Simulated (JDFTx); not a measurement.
HfO2, 6 atoms in the cell. The structure is tetragonal, space group P4_2/nmc (No. 137). Conventional cell: a = 3.558 Å, b = 3.558 Å, c = 5.172 Å, α = 90.00°, β = 90.00°, γ = 90.00°. Hf (site symmetry -4m2) is surrounded by 4 O at 2.05 Å. O (site symmetry 2mm) is surrounded by 2 Hf at 2.05 Å. Measurements of this composition are mostly on another form, of space group No. 14.

- Program: JDFTx 1.7.0 (patched build)
- Task: single point
- Functional: LDA
- Potentials or basis: PseudoDojo-SR-LDA-0.4.1-standard with smoothed tails
- Cutoff: 1143 eV
- Density cutoff: 9143 eV
- k mesh: 5 × 5 × 3
- Occupations: fermi-dirac, width 0.05 eV
- Spin: no spin polarisation
- Local potential set to -Z/r beyond: 6 bohr
- Bands: 32
- Density cutoff over wavefunction cutoff: 8
- Max SCF steps: 100
- SCF threshold on the energy: 1e-09 Ha
- Solver of the electrons: scf
- Further solve for the empty bands: yes

Potentials or basis: PseudoDojo-SR-LDA-0.4.1-standard with smoothed tails.

Command:

```console
$ jdftx -c 1 -i HfO2.in -o HfO2.out
```

Hardware: 1 thread of AMD EPYC 9R45 96-Core Processor (Zen 5), with other jobs on the host.

**Question.** How long does it take, and how much memory?

**Answer.** Wall time 51 s on 1 thread of AMD EPYC 9R45 96-Core Processor (Zen 5), on a shared host, peak memory 0.22 GiB. Counts: scf iterations 16, bands 32, k points 12, plane waves 5742.
